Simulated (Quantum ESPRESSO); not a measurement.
**Pb in Quantum ESPRESSO: the effect of functional**

Crystal: Pb.

```
Pb
1.0
     0.00000    2.47502    2.47502
     2.47502    0.00000    2.47502
     2.47502    2.47502    0.00000
Pb
1
Direct
  0.00000 0.00000 0.00000
```

Alike in all runs:

| Quantity | Value |
| --- | --- |
| Program | Quantum ESPRESSO 7.5 |
| Task | phonons |
| Cutoff | 612 eV |
| Density cutoff | 4898 eV |
| k mesh | 6 × 6 × 6 |
| Occupations | cold, width 0.2 eV |
| Spin | no spin polarisation |

Each run relaxes the cell or the atoms first.

```tsv
functional	potentials or basis	relaxed volume (Å³/atom)	highest phonon frequency (cm⁻¹)
LDA	GBRV 1.5 LDA	29.43	76
PBE	GBRV 1.5 PBE	?	?
PBEsol	GBRV 1.5 PBEsol	30.50	72
RPBE	GBRV 1.5 PBE	34.17	49
AM05	GBRV 1.5 PBE	30.80	70
WC	GBRV 1.5 PBE	30.58	71
vdW-DF-cx	GBRV 1.5 PBE	30.62	72
```

Task: What does the run with functional PBE give?

Result: Relaxed volume 32.70 Å³/atom; highest phonon frequency 57 cm⁻¹.

Caveats: all runs use coarse meshes; the mesh is thin for the phonons of a metal; the q point doesn't lie on the k mesh, which can shift a metal's frequencies strongly unless the mesh is converged; the potentials were made for another functional, which shifts forces and pressure (some runs).
